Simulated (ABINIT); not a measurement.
Crystal: Bi.

```xyz
1
Lattice="-1.9814 1.9814 1.9814 1.9814 -1.9814 1.9814 1.9814 1.9814 -1.9814" Properties=species:S:1:pos:R:3 pbc="T T T"
Bi    0.0000    0.0000    0.0000
```

This isn't the form of Bi at room conditions, which is rhombohedral.

Base run:

- Program: ABINIT 10.8.3 (patched build)
- Functional: LDA
- Potentials or basis: PseudoDojo NC SR LDA v0.4 stringent
- Cutoff: 871 eV
- k mesh: 7 × 7 × 7
- Occupations: fermi-dirac, width 0.05 eV
- Spin: no spin polarisation

Its results: pressure -7.2 GPa.

Q: After a change of settings the same cell gave: pressure -8.3 GPa. Which change was it?
A. k mesh from 7 × 7 × 7 to 12 × 12 × 12, with 2 shifts; occupations from fermi-dirac, width 0.05 eV to cold (ABINIT), width 0.2 eV
B. functional from LDA to PBEsol; potentials or basis from PseudoDojo NC SR LDA v0.4 stringent to PseudoDojo NC SR PBEsol v0.4.1 standard; cutoff from 871 eV to 789 eV; valence electrons from 23 to 15
C. potentials or basis from PseudoDojo NC SR LDA v0.4 stringent to PseudoDojo NC SR LDA v0.4.1 standard; cutoff from 871 eV to 816 eV; valence electrons from 23 to 15

A: A.

Not every run made on this cell is shown here.
